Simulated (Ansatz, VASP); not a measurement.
This is a calculation of Nb for Ansatz 0.2.0. This isn't the form of Nb at room conditions, which is bcc.

File input.yaml:

```yaml
crystal:
  lattice:
    - [2.71964, 0.0, 0.0]
    - [0.0, 2.71964, 0.0]
    - [0.0, 0.0, 2.71964]
  atoms:
    - { symbol: Nb, position: [0.5, 0.5, 0.5] }
hamiltonian:
  xc: lda
  pseudopotentials: { kind: paw_fr }
magnetization:
  noncollinear: true
  spin_orbit: true
kpoints:
  mp_grid: { grid: [7, 7, 7] }
scf:
  occupations: { method: fermi_dirac, width: 0.05 }
output:
  forces: true
  stress: true
  eigenvalues: true
relax:
  f_tol: 0.01
  max_steps: 40
  cell: { stress_tol: 0.05 }
```

Potentials or basis: Ansatz PAW.

The run is started by

```bash
$ ansatz run input.yaml --threads 2 --pin off --max-ram 5632MiB --backend cpu --events-out ev --progress --plain --runs-dir out
```

Problem. Set up the same calculation for VASP 6.6.1. Potentials or basis there: LDA PAW files Nb_sv, 600 eV.

Solution. As run (cutoffs and basis follow the program's own potentials, and thresholds, step limits or extra output files can differ):

The input INCAR:

```
PREC = Accurate
ENCUT = 600
EDIFF = 1E-6
ISMEAR = -1
SIGMA = 0.05
LREAL = F
LASPH = T
NELM = 80
ALGO = Fast
ISIF = 3
LWAVE = F
LCHARG = F
MAGMOM = 0 0 0
LORBIT = 11
LSORBIT = T
GGA_COMPAT = F
LMAXMIX = 4
GGA = CA
IBRION = 2
NSW = 60
EDIFFG = -0.01
```

The input KPOINTS:

```
Automatic mesh
0
Gamma
  7 7 7
```

Contents of POSCAR:

```
Nb
1.0
    2.7196400000      0.0000000000      0.0000000000
    0.0000000000      2.7196400000      0.0000000000
    0.0000000000      0.0000000000      2.7196400000
Nb
1
Direct
    0.5000000000      0.5000000000      0.5000000000
```

Potentials or basis: VASP PAW LDA potentials, release 64 (Nb_sv).

Run with:

```bash
$ cat potpaw_LDA.64/Nb_sv/POTCAR > POTCAR
$ mpirun -np 1 vasp_ncl > vasp.out
```

Both were run:

|  | Ansatz | VASP |
| --- | --- | --- |
| Relaxed volume | 18.93 Å³/atom | 18.93 Å³/atom |
| Relaxed cell | a = 2.665 Å, b = 2.665 Å, c = 2.665 Å, α = 90.00°, β = 90.00°, γ = 90.00° | a = 2.665 Å, b = 2.665 Å, c = 2.665 Å, α = 90.00°, β = 90.00°, γ = 90.00° |
| Space group after relaxing | Pm-3m (No. 221) | Pm-3m (No. 221) |
| Pressure after relaxing | 0.0 GPa | -0.1 GPa |

Ansatz's pressure holds a Pulay term of +0.01 GPa for its cutoff of 420 eV, which the other run lacks.

Ansatz's potentials were made for PBE.

Where Ansatz's input types no cutoff or centring, it takes its own default and a Γ-centred mesh.

The two programs' LDA may be different fits to the electron gas.

Pressure is positive in compression.
